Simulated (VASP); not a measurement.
# PbF2 (Pnma) in VASP: a series of runs

One crystal, PbF2, is run at these levels: PBE; tasks: relaxation of cell and atoms.

All numbers are computed with VASP 6.6.1; they aren't measurements. Logs are shortened: lines on timing, memory, paths and dates and some standing lists are left out, and cuts for length are marked.

### Step 1. The crystal as given

The structure is orthorhombic, space group Pnma (No. 62). The conventional cell has a = 6.427 Å, b = 3.891 Å, c = 7.636 Å, α = 90.00°, β = 90.00°, γ = 90.00°. Around Pb (site symmetry m) lie 9 F at 2.48 to 2.84 Å. F (site symmetry m) has 4 Pb at 2.48 to 2.51 Å as nearest neighbours. F (site symmetry m) is surrounded by 5 Pb at 2.57 to 2.84 Å and 4 F at 2.88 to 2.90 Å.

### Step 2. Relaxation of cell and atoms, PBE

File INCAR:

```
SYSTEM = PbF2
PREC = Accurate ; ENCUT = 600
EDIFF = 1E-6 ; ISMEAR = 0
SIGMA = 0.03 ; LREAL = .FALSE.
LASPH = .TRUE. ; NELM = 80
ALGO = Normal ; ISIF = 3
LWAVE = .FALSE. ; LCHARG = .FALSE.
GGA = PE ; IBRION = 2
NSW = 90 ; EDIFFG = -0.01
KPAR = 4
```

File KPOINTS:

```
Automatic mesh
0
G
  4 8 4
  0 0 0
```

File POSCAR:

```
PbF2
1.0
    6.4268900000      0.0000000000      0.0000000000
    0.0000000000      3.8909800000      0.0000000000
    0.0000000000      0.0000000000      7.6357400000
Pb F
4 8
Direct
    0.7560000000      0.7500000000      0.1030000000
    0.2440000000      0.2500000000      0.8970000000
    0.7440000000      0.2500000000      0.6030000000
    0.2560000000      0.7500000000      0.3970000000
    0.1420000000      0.7500000000      0.0850000000
    0.8580000000      0.2500000000      0.9150000000
    0.3580000000      0.2500000000      0.5850000000
    0.6420000000      0.7500000000      0.4150000000
    0.5510000000      0.7500000000      0.8140000000
    0.4490000000      0.2500000000      0.1860000000
    0.9490000000      0.2500000000      0.3140000000
    0.0510000000      0.7500000000      0.6860000000
```

Potentials or basis: VASP PAW PBE potentials, release 64 (Pb_d, F).

Started as:

```
cat potpaw_PBE.64/Pb_d/POTCAR potpaw_PBE.64/F/POTCAR > POTCAR
mpirun -np 4 vasp_std > vasp.out
```

OUTCAR:

```text
SYSTEM = PbF2
   PREC = Accurate
   ENCUT = 600
   EDIFF = 1E-6
   ISMEAR = 0
   LREAL = .FALSE.
   LASPH = .TRUE.
   NELM = 80
   ISIF = 3
   GGA = PE
   IBRION = 2
   NSW = 90
   EDIFFG = -0.01

 ion  position               nearest neighbor table
   1  0.756  0.750  0.103-   5 2.48   8 2.49   6 2.51   6 2.51   9 2.57  11 2.81  11 2.81  10 2.84
                            10 2.84   4 3.92   4 3.92   2 4.01   2 4.01   2 4.13   2 4.13
   2  0.244  0.250  0.897-   6 2.48   7 2.49   5 2.51   5 2.51  10 2.57  12 2.81  12 2.81   9 2.84
                             9 2.84   3 3.92   3 3.92   1 4.01   1 4.01   1 4.13   1 4.13
   3  0.744  0.250  0.603-   7 2.48   6 2.49   8 2.51   8 2.51  11 2.57   9 2.81   9 2.81  12 2.84
                            12 2.84   2 3.92   2 3.92   4 4.01   4 4.01   4 4.13   4 4.13
   4  0.256  0.750  0.397-   8 2.48   5 2.49   7 2.51   7 2.51  12 2.57  10 2.81  10 2.81  11 2.84
                            11 2.84   1 3.92   1 3.92   3 4.01   3 4.01   3 4.13   3 4.13
   5  0.142  0.750  0.085-   1 2.48   4 2.49   2 2.51   2 2.51
   6  0.858  0.250  0.915-   2 2.48   3 2.49   1 2.51   1 2.51
   7  0.358  0.250  0.585-   3 2.48   2 2.49   4 2.51   4 2.51
   8  0.642  0.750  0.415-   4 2.48   1 2.49   3 2.51   3 2.51
   9  0.551  0.750  0.814-   1 2.57   3 2.81   3 2.81   2 2.84   2 2.84
  10  0.449  0.250  0.186-   2 2.57   4 2.81   4 2.81   1 2.84   1 2.84
  11  0.949  0.250  0.314-   3 2.57   1 2.81   1 2.81   4 2.84   4 2.84
  12  0.051  0.750  0.686-   4 2.57   2 2.81   2 2.81   3 2.84   3 2.84

  LATTYP: Found a simple orthorhombic cell.
 ALAT       =     3.8909800000
 B/A-ratio  =     1.6517406926
 C/A-ratio  =     1.9624207783

  Lattice vectors:

 A1 = (   0.0000000000,  -3.8909800000,   0.0000000000)
 A2 = (   6.4268900000,   0.0000000000,   0.0000000000)
 A3 = (   0.0000000000,   0.0000000000,   7.6357400000)

Analysis of symmetry for initial positions (statically):
=====================================================================
 Subroutine PRICEL returns:
 Original cell was already a primitive cell.

 Routine SETGRP: Setting up the symmetry group for a
 simple orthorhombic supercell.

 Subroutine GETGRP returns: Found  8 space group operations
 (whereof  2 operations were pure point group operations)
 out of a pool of  8 trial point group operations.

The static configuration has the point symmetry S_2 .
 The point group associated with its full space group is D_2h.

Analysis of symmetry for dynamics (positions and initial velocities):
=====================================================================
 Subroutine PRICEL returns:
 Original cell was already a primitive cell.

 Routine SETGRP: Setting up the symmetry group for a
 simple orthorhombic supercell.

 Subroutine GETGRP returns: Found  8 space group operations
 (whereof  2 operations were pure point group operations)
 out of a pool of  8 trial point group operations.

The dynamic configuration has the point symmetry S_2 .
 The point group associated with its full space group is D_2h.

 Subroutine INISYM returns: Found  8 space group operations
 (whereof  2 operations are pure point group operations),
 and found     1 'primitive' translations

----------------------------------------------------------------------------------------

                                     Primitive cell

  volume of cell :     190.9462

  direct lattice vectors                    reciprocal lattice vectors
     6.426890000  0.000000000  0.000000000     0.155596253  0.000000000  0.000000000
     0.000000000  3.890980000  0.000000000     0.000000000  0.257004662  0.000000000
     0.000000000  0.000000000  7.635740000     0.000000000  0.000000000  0.130963076

  length of vectors
     6.426890000  3.890980000  7.635740000     0.155596253  0.257004662  0.130963076

  position of ions in fractional coordinates (direct lattice)
     0.756000000  0.750000000  0.103000000
     0.244000000  0.250000000  0.897000000
     0.744000000  0.250000000  0.603000000
     0.256000000  0.750000000  0.397000000
     0.142000000  0.750000000  0.085000000
     0.858000000  0.250000000  0.915000000
     0.358000000  0.250000000  0.585000000
     0.642000000  0.750000000  0.415000000
     0.551000000  0.750000000  0.814000000
     0.449000000  0.250000000  0.186000000
     0.949000000  0.250000000  0.314000000
     0.051000000  0.750000000  0.686000000

  ion indices of the primitive-cell ions
   primitive index   ion index
                 1           1
                 2           2
                 3           3
                 4           4
                 5           5
                 6           6
                 7           7
                 8           8
                 9           9
                10          10
                11          11
                12          12

----------------------------------------------------------------------------------------

 KPOINTS: Automatic mesh

[... 40 lines left out ...]
   NGX,Y,Z   is equivalent  to a cutoff of  13.97, 13.67, 13.93 a.u.
   NGXF,Y,Z  is equivalent  to a cutoff of  27.94, 27.34, 27.87 a.u.
 SYSTEM =  PbF2
   PREC   = accura    normal or accurate (medium, high low for compatibility)
   ISTART =      0    job   : 0-new  1-cont  2-samecut
   ICHARG =      2    charge: 1-file 2-atom 10-const
   ISPIN  =      1    spin polarized calculation?
   LNONCOLLINEAR =      F non collinear calculations
   LSORBIT =      F    spin-orbit coupling
   LASPH  =      T    aspherical Exc in radial PAW
   ENCUT  =  600.0 eV  44.10 Ry    6.64 a.u.  12.84  7.77 15.25*2*pi/ulx,y,z
   NELM   =     80;   NELMIN=  2; NELMDL= -5     # of ELM steps
   EDIFF  = 0.1E-05   stopping-criterion for ELM
   LREAL  =      F    real-space projection
   EDIFFG = -.1E-01   stopping-criterion for IOM
   NSW    =     90    number of steps for IOM
   IBRION =      2    ionic relax: 0-MD 1-quasi-New 2-CG
   NFREE  =      1    steps in history (QN), initial steepest desc. (CG)
   ISIF   =      3    stress and relaxation
   ISYM   =      2    0-nonsym 1-usesym 2-fastsym
   POTIM  = 0.5000    time-step for ionic-motion
   TEBEG  =    0.0;   TEEND  =   0.0 temperature during run
   PSTRESS=    0.0 pullay stress
   NELECT =     112.0000    total number of electrons
   NUPDOWN=      -1.0000    fix difference up-down
   EMIN   =  10.00;   EMAX   =-10.00  energy-range for DOS
   EFERMI =   0.00;   METHOD = LEGACY
   ISMEAR =     0;   SIGMA  =   0.03  broadening in eV -4-tet -1-fermi 0-gaus
   EFERMI_NEDOS =   21; number of points for ismear=-14 and -15
   IALGO  =     38    algorithm
   IMIX   =      4    mixing-type and parameters
     AMIX     =   0.40;   BMIX     =  1.00
     AMIX_MAG =   1.60;   BMIX_MAG =  1.00
  volume/ion in A,a.u.               =      15.91       107.38
  Fermi-wavevector in a.u.,A,eV,Ry     =   1.370389  2.589660 25.551276  1.877966
  Thomas-Fermi vector in A             =   2.496180
   LORBIT       =      0    0 simple, 1 ext, 2 COOP (PROOUT), +10 PAW based schemes
   GGA     = PE    functional components
   LHFCALC =     F    Hartree Fock is set to
   AEXX    =    0.0000 exact exchange contribution
   IVDW    =     0    specifies the selected vdW correction
   LEPSILON=     F    determine dielectric tensor
   LRPA    =     F    only Hartree local field effects (RPA)
 conjugate gradient relaxation of ions
 non-spin polarized calculation
 Gauss-broadening in eV      SIGMA  =   0.03
  energy-cutoff  :      600.00
  volume of cell :      190.95
 maximum number of plane-waves:      6412
 NGX is ok and might be reduce to    54
   NGX = 25   NGY = 15   NGZ = 31

--------------------------------------- Ionic step        1  -------------------------------------------

 number of electron     111.9999963 magnetization

 Free energy of the ion-electron system (eV)
  ---------------------------------------------------
  ext. energy  EPLUGINS =         0.00000000
  ---------------------------------------------------
  free energy    TOTEN  =       -56.71468408 eV

  energy without entropy =      -56.71468408  energy(sigma->0) =      -56.71468408

 E-fermi :   2.8538     XC(G=0): -10.0533

 val. band max:        2.6838496206   @ k =   0.0000   0.0000   0.0000
 cond. band min:       6.9104099831   @ k =   0.0000   0.5000   0.5000
 fundamental gap:      4.2265603624
 Fermi energy:         2.8538440002

 k-point     1 :       0.0000    0.0000    0.0000
  band No.  band energies     occupation
      1     -18.8250      2.00000
      2     -18.7151      2.00000
      3     -18.5675      2.00000
      4     -18.5609      2.00000
      5     -17.5921      2.00000
      6     -17.5791      2.00000
[... 3492 lines left out ...]
     66       9.6269      0.00000
     67      10.0454      0.00000

 [... further k-points ...]

[... ionic steps 4 to 27 ...]

--------------------------------------- Ionic step       28  -------------------------------------------

 number of electron     112.0000001 magnetization

------------------------ aborting loop because EDIFF is reached ----------------------------------------

  FORCE on cell =-STRESS in cart. coord.  units (eV):
  Direction    XX          YY          ZZ          XY          YZ          ZX
  --------------------------------------------------------------------------------------
  -------------------------------------------------------------------------------------
  Total       -0.0077070     -0.0067533     -0.0030472     -0.0000000      0.0000000      0.0000000
  in kB       -0.0609804     -0.0534346     -0.0241107     -0.0000000      0.0000000      0.0000000
  external PRESSURE =      -0.0461752 kB  Pullay stress =       0.0000000 kB
[... 77 lines left out ...]
  energy  without entropy=      -57.1192685941  energy(sigma->0) =      -57.11926859

--------------------------------------- Ionic step       30  -------------------------------------------

 number of electron     111.9999992 magnetization

 Free energy of the ion-electron system (eV)
  ---------------------------------------------------
  ext. energy  EPLUGINS =         0.00000000
  ---------------------------------------------------
  free energy    TOTEN  =       -57.11933837 eV

  energy without entropy =      -57.11933837  energy(sigma->0) =      -57.11933837

 E-fermi :   2.1794     XC(G=0):  -9.6963

 val. band max:        2.0530447711   @ k =   0.0000   0.3750   0.0000
 cond. band min:       6.4775531916   @ k =   0.0000   0.0000   0.0000
 fundamental gap:      4.4245084204
 Fermi energy:         2.1794184036

 k-point     1 :       0.0000    0.0000    0.0000
  band No.  band energies     occupation
      1     -18.9785      2.00000
      2     -18.8560      2.00000
      3     -18.6759      2.00000
      4     -18.6643      2.00000
      5     -18.5544      2.00000
      6     -18.4957      2.00000
[... 1638 lines left out ...]
     35      -1.0613      2.00000
     36      -1.0613      2.00000
     37
```

Run time: 37 min. Hardware: 4 MPI ranks of Intel Xeon 6975P-C (Granite Rapids), shared host; peak memory 0.68 GiB.

Results:

| Quantity | Value |
| --- | --- |
| Free energy | -57.1193 eV |
| Relaxed volume | 16.87 Å³/atom |
| Relaxed cell | a = 6.567 Å, b = 3.947 Å, c = 7.813 Å, α = 90.00°, β = 90.00°, γ = 90.00° |
| Space group after relaxing (to 0.05 Å) | Pnma (No. 62) |
| Energy gained by relaxing | 33.7 meV/atom |
| Ionic steps | 30 |
| Pressure after relaxing | 0.0 GPa |
| Largest force after relaxing | 0.010 eV/Å |
| Band gap on the k mesh | 4.42 eV, indirect (least direct gap 4.59 eV) |

Forces in eV/Å, atoms in the order of the input:
```
Pb   0.003  0.000  0.008
Pb  -0.003  0.000 -0.008
Pb  -0.003  0.000  0.008
Pb   0.003  0.000 -0.008
F    0.001  0.000 -0.003
F   -0.001  0.000  0.003
F   -0.001  0.000 -0.003
F    0.001  0.000  0.003
F    0.010  0.000  0.001
F   -0.010  0.000 -0.001
F   -0.010  0.000  0.001
F    0.010  0.000 -0.001
```

The path:
```tsv
step	energy change (eV)	largest force (eV/Å)	pressure (GPa)	volume (Å³)
1	0.0000	0.4341	1.58	190.95
2	-0.0661	0.3610	-0.15	195.30
3	-0.0817	0.3139	-1.30	198.55
4	-0.1400	0.2741	-1.00	197.89
5	-0.2466	0.2484	0.21	195.89
6	-0.2583	0.2200	0.90	194.91
7	-0.2957	0.2028	-0.11	198.45
8	-0.3014	0.1909	-0.60	200.41
9	-0.3329	0.1590	0.18	199.11
10	-0.3382	0.1589	0.67	198.34
11	-0.3589	0.1071	-0.27	201.57
12	-0.3591	0.1017	-0.36	201.92
13	-0.3700	0.0929	0.10	200.91
14	-0.3717	0.0914	0.41	200.30
15	-0.3799	0.0672	-0.02	201.67
16	-0.3814	0.0781	-0.34	202.68
17	-0.3897	0.0586	-0.04	202.03
18	-0.3924	0.0655	0.26	201.43
19	-0.3987	0.0513	-0.17	202.77
20	-0.3993	0.0589	-0.35	203.30
21	-0.4032	0.0291	0.08	202.22
22	-0.4032	0.0292	0.09	202.19
23	-0.4041	0.0186	-0.02	202.56
24	-0.4042	0.0175	-0.10	202.71
25	-0.4043	0.0143	0.10	202.23
26	-0.4044	0.0117	0.02	202.41
27	-0.4044	0.0118	0.03	202.39
28	-0.4045	0.0107	0.00	202.49
29	-0.4046	0.0112	-0.05	202.63
30	-0.4047	0.0098	-0.02	202.49
```

Final structure:
```
CELL_PARAMETERS angstrom
6.56701 0.00000 0.00000
0.00000 3.94655 0.00000
0.00000 0.00000 7.81315
ATOMIC_POSITIONS crystal
Pb 0.74255 0.75000 0.09693
Pb 0.25745 0.25000 0.90307
Pb 0.75745 0.25000 0.59693
Pb 0.24255 0.75000 0.40307
F 0.14174 0.75000 0.07273
F 0.85826 0.25000 0.92727
F 0.35826 0.25000 0.57273
F 0.64174 0.75000 0.42727
F 0.51478 0.75000 0.85271
F 0.48522 0.25000 0.14729
F 0.98522 0.25000 0.35271
F 0.01478 0.75000 0.64729
```

Caveat: spin-orbit coupling is left out, which as a rule narrows the gap of such compounds by several tenths of an eV.

### Step 3. Relaxation of cell and atoms, PBE

This run uses another cell than the first one, of 16.87 Å³/atom, 1.060 times its volume.

File INCAR:

```
SYSTEM = PbF2
PREC = Accurate ; ENCUT = 600
EDIFF = 1E-7 ; ISMEAR = 0
SIGMA = 0.03 ; LREAL = .FALSE.
LASPH = .TRUE. ; NELM = 80
ALGO = Normal ; ISIF = 3
LWAVE = .FALSE. ; LCHARG = .FALSE.
GGA = PE ; IBRION = 2
NSW = 90 ; EDIFFG = -0.005
KPAR = 4
```

KPOINTS is that of step 2.

File POSCAR:

```
PbF2                                    
1.0
    6.5670083515      0.0000000000      0.0000000000
   -0.0000000000      3.9465478158      0.0000000000
    0.0000000000      0.0000000000      7.8131545044
  Pb              F             
     4     8
Direct
     0.7425480233374244    0.7500000000000000    0.0969319191038645
     0.2574519766625754    0.2500000000000000    0.9030680808961355
     0.7574519766625756    0.2500000000000000    0.5969319191038645
     0.2425480233374245    0.7500000000000000    0.4030680808961355
     0.1417372300581187    0.7500000000000000    0.0727345049591361
     0.8582627699418811    0.2500000000000000    0.9272654950408640
     0.3582627699418813    0.2500000000000000    0.5727345049591360
     0.6417372300581189    0.7500000000000000    0.4272654950408639
     0.5147808425318602    0.7500000000000000    0.8527090305024473
     0.4852191574681398    0.2500000000000000    0.1472909694975527
     0.9852191574681398    0.2500000000000000    0.3527090305024472
     0.0147808425318602    0.7500000000000000    0.6472909694975527
```

Potentials or basis: VASP PAW PBE potentials, release 64 (Pb_d, F).

Started as:

```
cat potpaw_PBE.64/Pb_d/POTCAR potpaw_PBE.64/F/POTCAR > POTCAR
mpirun -np 4 vasp_std > vasp.out
```

It took 14 min on 4 MPI ranks of Intel Xeon 6975P-C (Granite Rapids), shared host; peak memory 0.7 GiB.

Results (log left out):

```
Free energy                            : -57.1430 eV
Relaxed volume                         : 16.83 Å³/atom
Relaxed cell                           : a = 6.564 Å, b = 3.941 Å, c = 7.805 Å, α = 90.00°, β = 90.00°, γ = 90.00°
Space group after relaxing (to 0.05 Å) : Pnma (No. 62)
Energy gained by relaxing              : 0.0 meV/atom
Ionic steps                            : 11
Pressure after relaxing                : 0.0 GPa
Largest force after relaxing           : 0.004 eV/Å
Band gap on the k mesh                 : 4.41 eV, indirect (least direct gap 4.58 eV)
```

Forces in eV/Å, atoms in the order of the input:
```
Pb   0.001  0.000 -0.003
Pb  -0.001  0.000  0.003
Pb  -0.001  0.000 -0.003
Pb   0.001  0.000  0.003
F    0.000  0.000 -0.003
F    0.000  0.000  0.003
F    0.000  0.000 -0.003
F    0.000  0.000  0.003
F    0.001  0.000  0.000
F   -0.001  0.000  0.000
F   -0.001  0.000  0.000
F    0.001  0.000  0.000
```

The path:
| step | energy change (eV) | largest force (eV/Å) | pressure (GPa) | volume (Å³) |
| --- | --- | --- | --- | --- |
| 1 | 0.0000 | 0.0102 | -0.04 | 202.49 |
| 2 | -0.0001 | 0.0094 | 0.00 | 202.36 |
| 3 | -0.0001 | 0.0116 | 0.05 | 202.21 |
| 4 | -0.0001 | 0.0103 | 0.04 | 202.20 |
| 5 | -0.0002 | 0.0073 | 0.03 | 202.18 |
| 6 | -0.0003 | 0.0093 | -0.01 | 202.14 |
| 7 | -0.0003 | 0.0084 | 0.00 | 202.10 |
| 8 | -0.0004 | 0.0063 | 0.00 | 201.98 |
| 9 | -0.0004 | 0.0109 | 0.01 | 201.73 |
| 10 | -0.0005 | 0.0054 | 0.00 | 201.90 |
| 11 | -0.0005 | 0.0036 | 0.00 | 201.91 |

Final structure:
```xyz
12
Lattice="6.5636 0.0000 0.0000 0.0000 3.9413 0.0000 0.0000 0.0000 7.8050" Properties=species:S:1:pos:R:3 pbc="T T T"
Pb    4.8748    2.9560    0.7663
Pb    1.6888    0.9853    7.0387
Pb    4.9706    0.9853    4.6688
Pb    1.5930    2.9560    3.1362
F     0.9292    2.9560    0.5593
F     5.6344    0.9853    7.2457
F     2.3526    0.9853    4.4619
F     4.2110    2.9560    3.3432
F     3.3907    2.9560    6.6520
F     3.1729    0.9853    1.1531
F     6.4547    0.9853    2.7494
F     0.1089    2.9560    5.0556
```

Levels at points of the mesh, in eV from the valence-band top:
| k point | band 52 | band 53 | band 54 | band 55 | band 56 | band 57 | band 58 | band 59 | band 60 | band 61 |
| --- | --- | --- | --- | --- | --- | --- | --- | --- | --- | --- |
| (0.00, 0.00, 0.00) | -1.54 | -1.51 | -0.40 | -0.29 | -0.17 | 4.41 | 4.74 | 5.60 | 5.87 | 6.57 |
| (0.50, 0.00, 0.00) | -1.59 | -0.86 | -0.86 | -0.24 | -0.24 | 4.43 | 4.43 | 5.43 | 5.43 | 6.95 |
| (0.00, 0.50, 0.00) | -1.58 | -0.53 | -0.53 | -0.14 | -0.14 | 4.91 | 4.91 | 5.55 | 5.55 | 6.47 |
| (0.50, 0.50, 0.00) | -1.66 | -0.42 | -0.42 | -0.42 | -0.42 | 4.91 | 4.91 | 4.91 | 4.91 | 6.69 |
| (0.00, 0.00, 0.50) | -1.55 | -1.08 | -1.08 | -0.18 | -0.18 | 5.05 | 5.05 | 5.71 | 5.71 | 6.03 |
| (0.50, 0.00, 0.50) | -1.61 | -0.56 | -0.56 | -0.52 | -0.52 | 4.74 | 4.74 | 5.01 | 5.01 | 6.91 |
| (0.00, 0.50, 0.50) | -1.52 | -0.34 | -0.34 | -0.22 | -0.22 | 4.48 | 4.48 | 5.92 | 5.92 | 6.39 |
| (0.50, 0.50, 0.50) | -1.59 | -0.40 | -0.40 | -0.40 | -0.40 | 4.80 | 4.80 | 4.80 | 4.80 | 6.90 |

Caveat: spin-orbit coupling is left out, which as a rule narrows the gap of such compounds by several tenths of an eV. A k mesh can miss the band edges.
